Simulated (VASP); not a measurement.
As:

```
CELL_PARAMETERS angstrom
2.70368 0.00000 0.00000
0.00000 2.70368 0.00000
0.00000 0.00000 2.70368
ATOMIC_POSITIONS crystal
As 0.50000 0.50000 0.50000
```

This isn't the form of As at room conditions, which is rhombohedral.

```yaml
Program: VASP 6.6.1
Task: relaxation of cell and atoms
Functional: rev-vdW-DF2
Potentials_or_basis: VASP PAW PBE potentials, release 64 (As)
Cutoff: 600 eV
k_mesh: 10 × 10 × 10
Occupations: fermi-dirac, width 0.05 eV
Spin: no spin polarisation
```

At the start: pressure 1.9 GPa; volume 19.76 Å³/atom.

Problem. Where does the relaxation end?

Solution. Over 3 steps the energy falls by 2.6 meV/atom and the volume is 20.21 Å³/atom (+2.2 %); space group Pm-3m (No. 221, to 0.05 Å).

The path:
| step | energy change (eV) | largest force (eV/Å) | pressure (GPa) | volume (Å³) |
| --- | --- | --- | --- | --- |
| 1 | 0.0000 | 0.0000 | 1.94 | 19.76 |
| 2 | -0.0018 | 0.0000 | -0.99 | 20.46 |
| 3 | -0.0026 | 0.0000 | 0.01 | 20.21 |

Final structure:
```
CELL_PARAMETERS angstrom
2.72375 0.00000 0.00000
0.00000 2.72375 0.00000
0.00000 0.00000 2.72375
ATOMIC_POSITIONS crystal
As 0.50000 0.50000 0.50000
```

Caveat: the PAW data sets were made with another functional, which shifts forces and pressure a little.
